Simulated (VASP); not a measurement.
# RbBr (Pm-3m) in VASP: further runs

Runs on RbBr. Level: r2SCAN. Tasks: single point.

All numbers are computed with VASP 6.6.1; they aren't measurements. Logs are shortened: lines on timing, memory, paths and dates and some standing lists are left out, and cuts for length are marked.

**1. The structure**

The structure is cubic, space group Pm-3m (No. 221). The conventional cell has a = 4.126 Å, b = 4.126 Å, c = 4.126 Å, α = 90.00°, β = 90.00°, γ = 90.00°. Rb (site symmetry m-3m) is surrounded by 8 Br at 3.57 Å. Br (site symmetry m-3m) has 8 Rb at 3.57 Å as nearest neighbours.

The cell comes from a database or a generator and needn't be the stable form of this composition.

**2. Single point, r2SCAN**

The input, INCAR:

```
PREC     = Accurate       # precision mode
ENCUT    = 900            # plane-wave cutoff, eV
EDIFF    = 1E-6           # SCF threshold, eV
ISMEAR   = 0              # smearing method
SIGMA    = 0.05           # smearing width, eV
LREAL    = F              # projectors in reciprocal space
LASPH    = T              # aspherical terms in the spheres
NELM     = 100            # most SCF steps
ALGO     = Normal         # electronic algorithm
ISIF     = 2              # what is computed and relaxed
LWAVE    = F              # write WAVECAR
LCHARG   = F              # write CHGCAR
METAGGA  = R2SCAN         # meta-GGA
LMIXTAU  = T            
ADDGRID  = F
```

The input, KPOINTS:

```
Automatic mesh
0
Gamma
  6 6 6
```

The input, POSCAR:

```
RbBr
1.0
    4.1260773000      0.0000000000      0.0000000000
    0.0000000000      4.1260773000      0.0000000000
    0.0000000000      0.0000000000      4.1260773000
Rb Br
1 1
Direct
    0.0000000000      0.0000000000      0.0000000000
    0.5000000000      0.5000000000      0.5000000000
```

Potentials or basis: VASP PAW PBE potentials, release 64 (Rb_sv, Br).

The run is started by

```bash
$ cat potpaw_PBE.64/Rb_sv/POTCAR potpaw_PBE.64/Br/POTCAR > POTCAR
$ mpirun -np 1 vasp_std > vasp.out
```

OUTCAR:

```text
PREC = Accurate
   ENCUT = 900
   EDIFF = 1E-6
   ISMEAR = 0
   LREAL = F
   LASPH = T
   NELM = 100
   ISIF = 2
   METAGGA = R2SCAN

 Found     20 irreducible k-points:

 Following reciprocal coordinates:
            Coordinates               Weight
  0.000000  0.000000  0.000000      1.000000
  0.166667  0.000000  0.000000      6.000000
  0.333333  0.000000  0.000000      6.000000
  0.500000  0.000000  0.000000      3.000000
  0.166667  0.166667  0.000000     12.000000
  0.333333  0.166667  0.000000     24.000000
   k-points           NKPTS =     20   k-points in BZ     NKDIM =     20   number of bands    NBANDS=     12
   number of dos      NEDOS =    301   number of ions     NIONS =      2
   total plane-waves  NPLWV =  64000
   dimension x,y,z NGX =    40 NGY =   40 NGZ =   40
   dimension x,y,z NGXF=    80 NGYF=   80 NGZF=   80
   ions per type =               1   1
   NGX,Y,Z   is equivalent  to a cutoff of  16.12, 16.12, 16.12 a.u.
   NGXF,Y,Z  is equivalent  to a cutoff of  32.23, 32.23, 32.23 a.u.
 SYSTEM =  unknown system
   PREC   = accura    normal or accurate (medium, high low for compatibility)
   ISTART =      0    job   : 0-new  1-cont  2-samecut
   ICHARG =      2    charge: 1-file 2-atom 10-const
   ISPIN  =      1    spin polarized calculation?
   LNONCOLLINEAR =      F non collinear calculations
   LSORBIT =      F    spin-orbit coupling
   LASPH  =      T    aspherical Exc in radial PAW
   ENCUT  =  900.0 eV  66.15 Ry    8.13 a.u.  10.09 10.09 10.09*2*pi/ulx,y,z
   NELM   =    100;   NELMIN=  2; NELMDL= -5     # of ELM steps
   EDIFF  = 0.1E-05   stopping-criterion for ELM
   LREAL  =      F    real-space projection
   EDIFFG = 0.1E-04   stopping-criterion for IOM
   NSW    =      0    number of steps for IOM
   IBRION =     -1    ionic relax: 0-MD 1-quasi-New 2-CG
   NFREE  =      0    steps in history (QN), initial steepest desc. (CG)
   ISIF   =      2    stress and relaxation
   ISYM   =      2    0-nonsym 1-usesym 2-fastsym
   POTIM  = 0.5000    time-step for ionic-motion
   TEBEG  =    0.0;   TEEND  =   0.0 temperature during run
   PSTRESS=    0.0 pullay stress
   NELECT =      16.0000    total number of electrons
   NUPDOWN=      -1.0000    fix difference up-down
   EMIN   =  10.00;   EMAX   =-10.00  energy-range for DOS
   EFERMI =   0.00;   METHOD = LEGACY
   ISMEAR =     0;   SIGMA  =   0.05  broadening in eV -4-tet -1-fermi 0-gaus
   EFERMI_NEDOS =   21; number of points for ismear=-14 and -15
   IALGO  =     38    algorithm
   IMIX   =      4    mixing-type and parameters
     AMIX     =   0.40;   BMIX     =  1.00
     AMIX_MAG =   1.60;   BMIX_MAG =  1.00
  volume/ion in A,a.u.               =      35.12       237.02
  Fermi-wavevector in a.u.,A,eV,Ry     =   0.999795  1.889338 13.600238  0.999589
  Thomas-Fermi vector in A             =   2.132108
   LORBIT       =      0    0 simple, 1 ext, 2 COOP (PROOUT), +10 PAW based schemes
   METAGGA = R2SCAN    functional components
   LHFCALC =     F    Hartree Fock is set to
   AEXX    =    0.0000 exact exchange contribution
   IVDW    =     0    specifies the selected vdW correction
   LEPSILON=     F    determine dielectric tensor
   LRPA    =     F    only Hartree local field effects (RPA)
 non-spin polarized calculation
 Gauss-broadening in eV      SIGMA  =   0.05
  energy-cutoff  :      900.00
  volume of cell :       70.24
 maximum number of plane-waves:      4337
   NGX = 21   NGY = 21   NGZ = 21

 number of electron      16.0000001 magnetization

 Free energy of the ion-electron system (eV)
  ---------------------------------------------------
  ext. energy  EPLUGINS =         0.00000000
  ---------------------------------------------------
  free energy    TOTEN  =       -31.11227231 eV

  energy without entropy =      -31.11227231  energy(sigma->0) =      -31.11227231

 E-fermi :  -0.8303     XC(G=0):  -8.3258

 val. band max:       -1.0509348668   @ k =   0.5000   0.5000   0.0000
 cond. band min:       3.7814288270   @ k =   0.0000   0.0000   0.0000
 fundamental gap:      4.8323636939
 Fermi energy:        -0.8303163768

 k-point     1 :       0.0000    0.0000    0.0000
  band No.  band energies     occupation
      1     -26.9381      2.00000
      2     -14.1080      2.00000
      3     -10.3755      2.00000
      4     -10.3755      2.00000
      5     -10.3755      2.00000
      6      -1.2049      2.00000
      7      -1.2049      2.00000
      8      -1.2049      2.00000
      9       3.7814      0.00000
     10       5.0662      0.00000
     11       5.0662      0.00000
     12       9.6723      0.00000

 k-point     2 :       0.1667    0.0000    0.0000
  band No.  band energies     occupation
      1     -26.9329      2.00000
      2     -14.1054      2.00000
      3     -10.4103      2.00000
      4     -10.3637      2.00000
      5     -10.3637      2.00000
      6      -1.6851      2.00000
      7      -1.2215      2.00000
      8      -1.2215      2.00000
      9       4.4243      0.00000
     10       5.2811      0.00000
     11       5.6817      0.00000
     12       9.5365      0.00000

 k-point     3 :       0.3333    0.0000    0.0000
  band No.  band energies     occupation
      1     -26.9225      2.00000
      2     -14.1021      2.00000
      3     -10.4715      2.00000
      4     -10.3400      2.00000
      5     -10.3400      2.00000
      6      -2.4376      2.00000
      7      -1.2563      2.00000
      8      -1.2563      2.00000
      9       5.7515      0.00000
     10       5.8771      0.00000
     11       6.9384      0.00000
     12       9.2637      0.00000

 k-point     4 :       0.5000    0.0000    0.0000
  band No.  band energies     occupation
      1     -26.9172      2.00000
      2     -14.1016      2.00000
      3     -10.4978      2.00000
      4     -10.3280      2.00000
      5     -10.3280      2.00000
      6      -2.7538      2.00000
      7      -1.2745      2.00000
      8      -1.2745      2.00000
      9       6.4055      0.00000
     10       6.7585      0.00000
     11       7.3164      0.00000
     12       8.3080      0.00000

 k-point     5 :       0.1667    0.1667    0.0000
  band No.  band energies     occupation
      1     -26.9278      2.00000
      2     -14.0922      2.00000
      3     -10.4536      2.00000
      4     -10.3704      2.00000
      5     -10.3529      2.00000
      6      -1.7768      2.00000
      7      -1.4958      2.00000
      8      -1.2207      2.00000
      9       4.9077      0.00000
     10       5.6341      0.00000
     11       6.0710      0.00000
     12       8.9747      0.00000

 k-point     6 :       0.3333    0.1667    0.0000
  band No.  band energies     occupation
      1     -26.9176      2.00000
      2     -14.0675      2.00000
      3     -10.5183      2.00000
      4     -10.3992      2.00000
      5     -10.3310      2.00000
      6      -2.3315      2.00000
      7      -1.5328      2.00000
      8      -1.2205      2.00000
      9       5.8317      0.00000
     10       6.0864      0.00000
     11       7.1835      0.00000
     12       8.6786      0.00000

 [... further k-points ...]

------------------------ aborting loop because EDIFF is reached ----------------------------------------

  FORCE on cell =-STRESS in cart. coord.  units (eV):
  Direction    XX          YY          ZZ          XY          YZ          ZX
  --------------------------------------------------------------------------------------
  -------------------------------------------------------------------------------------
  Total        0.0250757      0.0250757      0.0250757     -0.0000000     -0.0000000      0.0000000
  in kB        0.5719407      0.5719407      0.5719407     -0.0000000     -0.0000000      0.0000000
  external PRESSURE =       0.5719407 kB  Pullay stress =       0.0000000 kB

 VOLUME and BASIS-vectors are now :
 -----------------------------------------------------------------------------
  energy-cutoff  :      900.00
  volume of cell :       70.24
      direct lattice vectors                 reciprocal lattice vectors
     4.126077300  0.000000000  0.000000000     0.242360947  0.000000000  0.000000000
     0.000000000  4.126077300  0.000000000     0.000000000  0.242360947  0.000000000
     0.000000000  0.000000000  4.126077300     0.000000000  0.000000000  0.242360947

 POSITION                                       TOTAL-FORCE (eV/Angst)
 -----------------------------------------------------------------------------------
      0.00000      0.00000      0.00000         0.000000      0.000000      0.000000
      2.06304      2.06304      2.06304         0.000000      0.000000      0.000000
 -----------------------------------------------------------------------------------
    total drift:                                0.000000      0.000000     -0.000000

  FREE ENERGIE OF THE ION-ELECTRON SYSTEM (eV)
  ---------------------------------------------------
  free  energy   TOTEN  =       -31.1122723139 eV

  energy  without entropy=      -31.1122723139  energy(sigma->0) =      -31.11227231
```

Wall time 68 s (1 thread of Intel Xeon 6975P-C (Granite Rapids), shared host); peak memory 0.28 GiB.

The run converged, but some of its settings lie outside the range that counts as converged, so its numbers aren't taken as properties of the crystal.

What came out:

- Free energy: -31.1123 eV
- Pressure: 0.1 GPa
- Band gap on the k mesh: 4.83 eV, indirect (least direct gap 4.99 eV)

Caveat: the PAW data sets were made with another functional, which shifts forces and pressure a little.

**3. Single point, r2SCAN**

Changes to INCAR since step 2:

```diff
@@ -1,3 +1,3 @@
 PREC     = Accurate       # precision mode
-ENCUT    = 900            # plane-wave cutoff, eV
+ENCUT    = 400            # plane-wave cutoff, eV
 EDIFF    = 1E-6           # SCF threshold, eV
```

The input, KPOINTS:

```
Automatic mesh
0
Gamma
  9 9 9
```

POSCAR is that of step 2.

Potentials or basis: VASP PAW PBE potentials, release 64 (Rb_sv, Br).

The run is started by

```bash
$ cat potpaw_PBE.64/Rb_sv/POTCAR potpaw_PBE.64/Br/POTCAR > POTCAR
$ mpirun -np 1 vasp_std > vasp.out
```

OUTCAR:

```text
PREC = Accurate
   ENCUT = 400
   EDIFF = 1E-6
   ISMEAR = 0
   LREAL = F
   LASPH = T
   NELM = 100
   ISIF = 2
   METAGGA = R2SCAN

 Found     35 irreducible k-points:

 Following reciprocal coordinates:
            Coordinates               Weight
  0.000000  0.000000  0.000000      1.000000
  0.111111  0.000000  0.000000      6.000000
  0.222222  0.000000  0.000000      6.000000
  0.333333  0.000000  0.000000      6.000000
[... 166 lines left out ...]

 [... further k-points ...]

------------------------ aborting loop because EDIFF is reached ----------------------------------------

  FORCE on cell =-STRESS in cart. coord.  units (eV):
  Direction    XX          YY          ZZ          XY          YZ          ZX
  --------------------------------------------------------------------------------------
  -------------------------------------------------------------------------------------
  Total        0.0174062      0.0174062      0.0174062      0.0000000      0.0000000      0.0000000
  in kB        0.3970105      0.3970105      0.3970105      0.0000000      0.0000000      0.0000000
  external PRESSURE =       0.3970105 kB  Pullay stress =       0.0000000 kB

 VOLUME and BASIS-vectors are now :
 -----------------------------------------------------------------------------
  energy-cutoff  :      400.00
  volume of cell :       70.24
      direct lattice vectors                 reciprocal lattice vectors
     4.126077300  0.000000000  0.000000000     0.242360947  0.000000000  0.000000000
     0.000000000  4.126077300  0.000000000     0.000000000  0.242360947  0.000000000
     0.000000000  0.000000000  4.126077300     0.000000000  0.000000000  0.242360947

 POSITION                                       TOTAL-FORCE (eV/Angst)
 -----------------------------------------------------------------------------------
      0.00000      0.00000      0.00000         0.000000      0.000000      0.000000
      2.06304      2.06304      2.06304         0.000000      0.000000      0.000000
 -----------------------------------------------------------------------------------
    total drift:                               -0.000000      0.000000      0.000000

  FREE ENERGIE OF THE ION-ELECTRON SYSTEM (eV)
  ---------------------------------------------------
  free  energy   TOTEN  =       -31.1104609980 eV

  energy  without entropy=      -31.1104609980  energy(sigma->0) =      -31.11046100
```

OSZICAR:

```text
N       E                     dE             d eps       ncg     rms          rms(c)
DAV:   1     0.489195488066E+02    0.48920E+02   -0.61348E+03   840   0.962E+02
DAV:   2    -0.314087939658E+02   -0.80328E+02   -0.75332E+02  1212   0.185E+02
DAV:   3    -0.355224619269E+02   -0.41137E+01   -0.41004E+01  1076   0.458E+01
[... 12 lines left out ...]
DAV:  16    -0.311102899363E+02    0.16222E-03   -0.18960E-04   912   0.176E-01    0.549E-02
DAV:  17    -0.311104623421E+02   -0.17241E-03   -0.11539E-04   924   0.133E-01    0.407E-02
DAV:  18    -0.311104637406E+02   -0.13986E-05   -0.19475E-05  1464   0.436E-02    0.247E-02
DAV:  19    -0.311104608459E+02    0.28947E-05   -0.18486E-05   964   0.365E-02    0.157E-02
DAV:  20    -0.311104609980E+02   -0.15208E-06   -0.75068E-06  1016   0.221E-02
   1 F= -.31110461E+02 E0= -.31110461E+02  d E =-.113221E-12
```

It took 42 s on 1 thread of Intel Xeon 6975P-C (Granite Rapids), shared host; peak memory 0.17 GiB.

These settings aren't checked as converged: the numbers below hold their error.

Results:

```yaml
Free_energy: -31.1105 eV
Pressure: 0.0 GPa
Band_gap_on_the_k_mesh: 4.85 eV, indirect (least direct gap 4.99 eV)
```

Caveat: the PAW data sets were made with another functional, which shifts forces and pressure a little; an odd mesh through Γ misses points on the zone boundary, where band edges often lie.

(Continued in part 2 of 2.)
